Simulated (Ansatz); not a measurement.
# Y (Fm-3m) in Ansatz: notebook, part 2 of 2

Ansatz 0.2.0. Earlier steps stand in the parts before.

## Step 4: Magnetic field, BLYP+D3(BJ), collinear spin, ferromagnetic start (cell strained at random)

Contents of input.yaml:

```yaml
crystal:
  lattice:
    - [0.045564, 2.590372, 2.528298]
    - [2.609771, -0.019182, 2.593044]
    - [2.522251, 2.567599, 0.068338]
  atoms:
    - { symbol: "Y", position: [0.00024, 0.000537, -0.003481], spin: 0.5 }
kpoints:
  mp_grid: { grid: [9, 9, 9] }
scf:
  occupations: { method: gaussian, width: 0.1 }
hamiltonian:
  xc: blyp
  dispersion: d3bj
  pseudopotentials:
    kind: all_electron
    lapw: { basis_error: 0.002 }
    nuclear_model: point
magnetization:
  spin_polarized: true
  magnetic_field: 100
output:
  forces: true
  stress: true
  eigenvalues: true
basis:
  ecutwfc: 120
```

Potentials or basis: all-electron LAPW, point nuclei.

The run is started by

```bash
ansatz run input.yaml --threads 1 --pin off --max-ram 2560MiB --backend cpu --events-out ev --progress --plain --runs-dir out
```

The log of the run:

```text
Warning: RAYON_NUM_THREADS=1 ignored (pool sized by the plan → 1); use --threads N
LAPW: plane waves up to 5.612 Å⁻¹, error target 2.0e-3 eV per atom; small_component_spin mean_spin; the cutoff is typed (target and bands ask for 126.7 eV, largest radius times wave number 9.8, largest estimated error of a free atom 1.6e-3 eV); Y in spheres of 1.745 Å, 21 of its electrons in bands, Dirac shells [] (how accurate: hamiltonian.pseudopotentials.lapw.basis_error, Limitations)
Engine: ansatz 0.2.0, x86_64-unknown-linux-gnu
Pseudopotentials: kind: all_electron
Pseudopotential: Y, LAPW, valence charge 21, lapw/all_electron/scalar/Y, Koelling and Harmon's equation, point nucleus
Functional definition: BLYP
  parameter beta = 0.0042
  parameter a = 0.04918
  parameter b = 0.132
  parameter c = 0.2533
  parameter d = 0.349
  exchange = b88_x(beta = beta)
  correlation = lyp_c(a = a, b = b, c = c, d = d)
Crystal: 1 atoms, lattice volume = 33.240 Å³
Basis set: ecut = 120.00000000000003 eV, 109 PW (Γ), exchange–correlation at level 2
Bands: 15, of which v1, the nominal top of the filled ones, is band 11 counted from 1 (10 counted from 0)
Symmetry: 2 space group operations
Space group: P-1 (ITA 2), of the structure as read, at distance tolerance 3.2e-5 Å
Magnetic group: BNS 2.4 (UNI 4), of the structure as read, at distance tolerance 3.2e-5 Å
k-points: 365 of 729
Non-local potential: Y, projectors of the file, none
Initial density: superposition of atomic densities (chi_scale 0.1, normalization cell)
Starting moments: Σ|m| = 0.5 μB on 1 of 1 site
Magnetic field: 100 T along the axis of the moments, on the spin alone (5.7884 meV per μB along it)
Initial wavefunctions: plane waves of lowest kinetic energy (no species holds an atomic orbital)
Functional: x = b88, c = lyp
iter 1 solved again at ethr=5.86e-5 eV; its pass at ethr=1.00e-1 eV (dr2=1.23e-2 eV) is discarded
SCF iter   1: F=—  HF=-92133.620827 eV  |F-HF|=—  |Δ(HF+E_count)|=         —  Δρ=6.75e-3 (↑6.75e-3 ↓4.70e-3)  dr2=1.25e-2  dr2_m=7.72e-3  M=0.198 μB ∫|m|=0.198 μB  β_m=0.30  ethr=5.86e-5  ⟨swp⟩=3.3  Hψ=71585  notcnv=0
preconditioner: auto → Kerker (q_TF=auto, 2.527 Å⁻¹)  [metal: Δε(μ)=0.003 eV  Ē_g=4.260 eV  σ=0.100 eV  W_gap=0.02  n_scr=14 (ndim 8)  ℏωp=11.2 eV  f_vac=0.000  D(μ)=1.56/eV (n_scr^D=14)]
spin=Collinear: Kerker preconditioning applied to the charge; magnetization (m = ρ↑ − ρ↓) channel mixes plain (no charge-response kernel on spin).
SCF iter   2: F=—  HF=-92133.625991 eV  |F-HF|=—  |Δ(HF+E_count)|=   5.16e-3  Δρ=5.27e-3 (↑5.27e-3 ↓3.74e-3)  dr2=8.51e-3  dr2_m=4.68e-3  M=0.172 μB ∫|m|=0.172 μB  β_m=0.30  ethr=5.86e-5  ⟨swp⟩=2.0  Hψ=31936  notcnv=0
SCF iter   3: F=—  HF=-92133.633728 eV  |F-HF|=—  |Δ(HF+E_count)|=   7.74e-3  Δρ=3.74e-3 (↑3.74e-3 ↓2.93e-3)  dr2=3.09e-3  dr2_m=2.91e-3  M=0.148 μB ∫|m|=0.148 μB  β_m=0.30  ethr=4.05e-5  ⟨swp⟩=2.2  Hψ=32100  notcnv=0
SCF iter   4: F=—  HF=-92133.639391 eV  |F-HF|=—  |Δ(HF+E_count)|=   5.66e-3  Δρ=2.66e-3 (↑2.66e-3 ↓2.38e-3)  dr2=6.67e-4  dr2_m=1.85e-3  M=0.128 μB ∫|m|=0.128 μB  β_m=0.30  ethr=1.47e-5  ⟨swp⟩=3.0  Hψ=33226  notcnv=0
SCF iter   5: F=—  HF=-92133.641371 eV  |F-HF|=—  |Δ(HF+E_count)|=   1.98e-3  Δρ=2.06e-3 (↑2.06e-3 ↓1.94e-3)  dr2=2.63e-4  dr2_m=1.19e-3  M=0.111 μB ∫|m|=0.111 μB  β_m=0.30  ethr=3.18e-6  ⟨swp⟩=3.0  Hψ=33210  notcnv=0
SCF iter   6: F=—  HF=-92133.642631 eV  |F-HF|=—  |Δ(HF+E_count)|=   1.26e-3  Δρ=1.60e-3 (↑1.59e-3 ↓1.60e-3)  dr2=2.75e-5  dr2_m=7.69e-4  M=0.098 μB ∫|m|=0.098 μB  β_m=0.30  ethr=1.25e-6  ⟨swp⟩=3.0  Hψ=33220  notcnv=0
SCF iter   7: F=—  HF=-92133.643329 eV  |F-HF|=—  |Δ(HF+E_count)|=   6.98e-4  Δρ=1.29e-3 (↑1.28e-3 ↓1.29e-3)  dr2=4.57e-6  dr2_m=5.04e-4  M=0.086 μB ∫|m|=0.086 μB  β_m=0.30  ethr=1.31e-7  ⟨swp⟩=2.9  Hψ=32896  notcnv=0
SCF iter   8: F=—  HF=-92133.643784 eV  |F-HF|=—  |Δ(HF+E_count)|=   4.55e-4  Δρ=1.05e-3 (↑1.05e-3 ↓1.05e-3)  dr2=1.88e-6  dr2_m=3.35e-4  M=0.076 μB ∫|m|=0.076 μB  β_m=0.30  ethr=2.18e-8  ⟨swp⟩=3.0  Hψ=33214  notcnv=0
iter 9 solved again at ethr=3.48e-10 eV; its pass at ethr=8.94e-9 eV (dr2=7.30e-8 eV) is discarded
SCF iter   9: F=—  HF=-92133.644094 eV  |F-HF|=—  |Δ(HF+E_count)|=   3.09e-4  Δρ=8.59e-4 (↑8.59e-4 ↓8.58e-4)  dr2=7.29e-8  dr2_m=2.25e-4  M=0.068 μB ∫|m|=0.068 μB  β_m=0.30  ethr=3.48e-10  ⟨swp⟩=2.0  Hψ=54968  notcnv=0
Mixer restart at iter 9: flushing history
spin-set hold released at iteration 9 (site moments contracting): the magnetisation degrees of freedom join the quasi-Newton model from the next iteration; the mixer history was flushed
SCF iter  10: F=—  HF=-92133.644302 eV  |F-HF|=—  |Δ(HF+E_count)|=   2.08e-4  Δρ=7.08e-4 (↑7.08e-4 ↓7.07e-4)  dr2=4.80e-8  dr2_m=1.53e-4  M=0.061 μB ∫|m|=0.061 μB  β_m=0.52  ethr=3.47e-10  ⟨swp⟩=4.0  Hψ=36363  notcnv=0
SCF iter  11: F=—  HF=-92133.644744 eV  |F-HF|=—  |Δ(HF+E_count)|=   4.42e-4  Δρ=2.05e-4 (↑2.05e-4 ↓2.05e-4)  dr2=1.25e-8  dr2_m=1.28e-5  M=0.035 μB ∫|m|=0.035 μB  β_m=0.82  ethr=2.29e-10  ⟨swp⟩=4.7  Hψ=38436  notcnv=0
SCF iter  12: F=—  HF=-92133.644797 eV  |F-HF|=—  |Δ(HF+E_count)|=   5.32e-5  Δρ=4.82e-5 (↑4.82e-5 ↓4.82e-5)  dr2=4.03e-9  dr2_m=7.07e-7  M=0.024 μB ∫|m|=0.024 μB  β_m=0.91  ethr=5.94e-11  ⟨swp⟩=4.8  Hψ=39967  notcnv=0
SCF iter  13: F=—  HF=-92133.644803 eV  |F-HF|=—  |Δ(HF+E_count)|=   5.50e-6  Δρ=4.35e-6 (↑4.01e-6 ↓4.35e-6)  dr2=3.68e-10  dr2_m=5.27e-9  M=0.020 μB ∫|m|=0.020 μB  β_m=0.96  ethr=1.92e-11  ⟨swp⟩=4.9  Hψ=40511  notcnv=0
SCF iter  14: F=—  HF=-92133.644803 eV  |F-HF|=—  |Δ(HF+E_count)|=   6.31e-8  Δρ=1.74e-6 (↑1.61e-6 ↓1.74e-6)  dr2=8.17e-11  dr2_m=8.48e-10  M=0.020 μB ∫|m|=0.020 μB  β_m=0.98  ethr=1.75e-12  ⟨swp⟩=4.1  Hψ=37554  notcnv=0
SCF iter  15: F=—  HF=-92133.644803 eV  |F-HF|=—  |Δ(HF+E_count)|=   5.66e-9  Δρ=5.04e-7 (↑4.04e-7 ↓5.04e-7)  dr2=1.60e-11  dr2_m=6.09e-11  M=0.020 μB ∫|m|=0.020 μB  β_m=0.87  ethr=1.61e-12 (applied; sched 1.00e-12)  ⟨swp⟩=3.7  Hψ=36154  notcnv=0
SCF iter  16: F=—  HF=-92133.644803 eV  |F-HF|=—  |Δ(HF+E_count)|=   1.82e-9  Δρ=1.88e-7 (↑1.65e-7 ↓1.88e-7)  dr2=3.45e-12  dr2_m=9.01e-12  M=0.020 μB ∫|m|=0.020 μB  β_m=0.92  ethr=1.44e-12 (applied; sched 1.00e-12)  ⟨swp⟩=3.0  Hψ=33229  notcnv=0
iter 17 did not close the SCF: its close was put off for a magnetic moment that had not settled (scf_convergence_deferred on its scf_iter line)
SCF iter  17: F=-92133.644803 eV  HF=-92133.644803 eV  |F-HF|=7.28e-11  |Δ(HF+E_count)|=  7.28e-11  Δρ=3.74e-8 (↑2.52e-8 ↓3.74e-8)  dr2=4.67e-13  dr2_m=2.40e-13  M=0.020 μB ∫|m|=0.020 μB  β_m=0.89  ethr=1.44e-12 (applied; sched 1.00e-12)  ⟨swp⟩=3.0  Hψ=33041  notcnv=0
SCF iter  18: F=-92133.644803 eV  HF=-92133.644803 eV  |F-HF|=1.46e-11  |Δ(HF+E_count)|=  2.04e-10  Δρ=1.08e-8 (↑9.28e-9 ↓1.08e-8)  dr2=1.26e-13  dr2_m=1.08e-14  M=0.020 μB ∫|m|=0.020 μB  ethr=1.35e-12 (applied; sched 1.00e-12)  ⟨swp⟩=2.0  Hψ=31945  notcnv=0
SCF 1 converged in 18 iterations: F = -92133.644803 eV  dr2 = 1.26e-13
SCF converged after 18 iterations
Magnetization: 0.0204 μB (10.5102 up, 10.4898 down)
Absolute magnetization: 0.0204 μB (∫|ρ↑−ρ↓|)
Spin contamination: 0.0000 ħ² per cell (⟨S²⟩ above its minimum at these occupations)
Per-site moments (μB) at R_I (Å): [(0.014462473617193439, 1.7454154193149658)]
Free energy (F): -92133.644803 eV
Harris-Foulkes:  -92133.644803 eV  (|F-HF|=1.46e-11)
Internal energy: -92133.636034 eV  (E = F + TS)
E sigma→0 (E₀):  -92133.640418 eV
Entropy (-TS):   -0.008769 eV (-8.769 meV/atom)
Fermi energy:    11.202765 eV
--- Per-component energies (eV) ---
  E_band       = -1449.493174
  E_kinetic    = 95022.566471
  E_xc         = -2997.455554
  E_zeeman     = -0.000118  (= −μ_B·B·M)
  E_electrostatic = -184157.925260  (all electrons and nuclei)
  E_disp       = -0.821573  (pairwise vdW)
  E_smearing   = -0.008769  (= −TS)
  E_closure    = 0.000000  (closes the sum)
  E_atoms      = -92129.281506  (free atoms, spherical and without spin; not in F)
  Σ components = -92133.644803   (vs F -92133.644803, Δ=0.00e0)
  Basis errors (estimates in eV, not in F): energy 4.1e-4 per atom: plane waves 3.9e-4 (2.1e-4 summed), levels above the bands 0.0e0, relativity 1.7e-8, radial functions 2.4e-5, core shells 1.4e-7; eigenvalues (radial functions only) 1.7e-6; not estimated: angular momenta, meshes, grids; target (lapw.basis_error) 2.0e-3; muffin-tin radii Y 1.745 Å
--- Forces (eV/Å), atoms counted from 1 ---
  atom   1  Y      0.00000000     0.00000000     0.00000000
  max |Σ_I F_I| component: 0.00e0 eV/Å
--- Stress (GPa, compression-positive) ---
       -3.704764       0.424299      -1.409397
        0.424299      -4.234780      -0.032378
       -1.409397      -0.032378      -3.560809
  P = ⅓ Tr σ = -3.8335 GPa (-38.335 kbar)
--- Band table (eV; the first three rows and the last of 730) ---
  k-point 0 ↑: bands = ["-134.6630", "-134.6614", "-134.6601", "-134.6574", "-134.6570", "-31.6530", "-11.3935", "-11.3735", "-11.3474", "6.5577", "12.5759", "12.6958", "13.1792", "14.6359", "14.8710"]
  k-point 1 ↑: bands = ["-134.6630", "-134.6614", "-134.6601", "-134.6574", "-134.6570", "-31.6449", "-11.4239", "-11.4005", "-11.3804", "6.8702", "12.6404", "12.7593", "13.0337", "14.4759", "14.6645"]
  k-point 2 ↑: bands = ["-134.6630", "-134.6614", "-134.6601", "-134.6574", "-134.6570", "-31.6243", "-11.5977", "-11.4207", "-11.4107", "7.7053", "12.0852", "12.9467", "13.1959", "14.4632", "14.5215"]
  k-point 364 ↓: bands = ["-134.6507", "-134.6492", "-134.6476", "-134.6451", "-134.6445", "-31.5687", "-11.8809", "-11.4770", "-11.4407", "9.5376", "11.6618", "12.4228", "12.9661", "15.9373", "16.4491"]
```

Run time: 38 s. Hardware: 1 thread of Intel Xeon 6975P-C (Granite Rapids), shared host; peak memory 0.56 GiB.

The run converged, but some of its settings lie outside the range that counts as converged (typed here: basis.ecutwfc = 120), so its numbers aren't taken as properties of the crystal.

Results:

| Item | Value |
| --- | --- |
| Free energy | -92133.6448 eV |
| Pressure | -3.8 GPa |
| Band gap on the k mesh | none (metal or under the smearing width) |
| Net moment | 0.02 μB per cell |
| Absolute moment | 0.02 μB per cell |

Caveat: pairwise dispersion overbinds metals, which lowers pressure and volume; the starting moments weren't kept.
